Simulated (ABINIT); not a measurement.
Crystal: I.

```
I
1.0
     0.00000    2.36560    3.90984
     2.19225    0.00000    3.90984
     2.19225    2.36560    0.00000
I
1
Cartesian
  0.0000 0.0000 0.0000
```

Program: ABINIT 10.8.3 (patched build). Alike in all runs: no spin polarisation; cell as given; smearing fermi-dirac 0.05 eV. Hardware: 1 thread of Arm Neoverse V2 (shared host).

**Question.** Order these runs on this cell by their wall time, lowest first.
A. task band structure; level r2SCAN; potentials or basis JTH PAW PBE v2.0; k mesh 9 × 9 × 9; cutoff (eV) 490; fine-grid cutoff 979.61 eV; mesh quality not flagged
B. task single point; level PBE; potentials or basis JTH PAW PBE v2.0; k mesh 4 × 4 × 4; cutoff (eV) 408; fine-grid cutoff 816.342 eV; mesh quality coarse
C. task band structure; level LDA-PZ; potentials or basis JTH PAW LDA v2.0; k mesh 9 × 9 × 9; cutoff (eV) 408; fine-grid cutoff 816.342 eV; mesh quality not flagged

**Answer.** B (4.3 s), C (82 s), A (370 s).

Caveats: some runs use coarse meshes; an odd number of electrons without spin polarisation forces a metal (some runs); a magnetic or distorted state may lie lower (some runs).
